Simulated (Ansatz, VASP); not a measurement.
## KBr: 3 runs at one level of theory

The starting cell:

```xyz
2
Lattice="0.0000 3.3000 3.3000 3.3000 0.0000 3.3000 3.3000 3.3000 0.0000" Properties=species:S:1:pos:R:3 pbc="T T T"
Br    3.3000    3.3000    3.3000
K     0.0000    0.0000    0.0000
```

Alike in all runs: task relaxation of cell and atoms; functional LDA; k mesh 7 × 7 × 7; occupations fermi-dirac, width 0.05 eV; no spin polarisation; no spin-orbit coupling. LDA stands for any of its common fits.

```json
{"program and potentials": "Ansatz, Ansatz PAW", "plane-wave cutoff (eV)": "420", "notes": "potentials made for PBE, which Ansatz adapts in part", "equilibrium volume (Å³/atom)": "32.39"}
{"program and potentials": "Ansatz, all-electron LAPW, scalar-relativistic", "plane-wave cutoff (eV)": "-", "notes": "-", "equilibrium volume (Å³/atom)": "32.39"}
{"program and potentials": "VASP, LDA PAW files Br, K_sv, 600 eV", "plane-wave cutoff (eV)": "600", "notes": "-", "equilibrium volume (Å³/atom)": "32.49"}
```

The equilibrium volume spans 32.39 (Ansatz, Ansatz PAW) to 32.49 Å³/atom (VASP, LDA PAW files Br, K_sv, 600 eV), with all-electron results at 32.39. Relaxations stop with a little pressure left, so the last digit of a volume isn't settled.

Differences between rows come from potentials, basis sets and numerical settings, since the functional is the same but for its coding. Runs on potential files found faulty are left out.
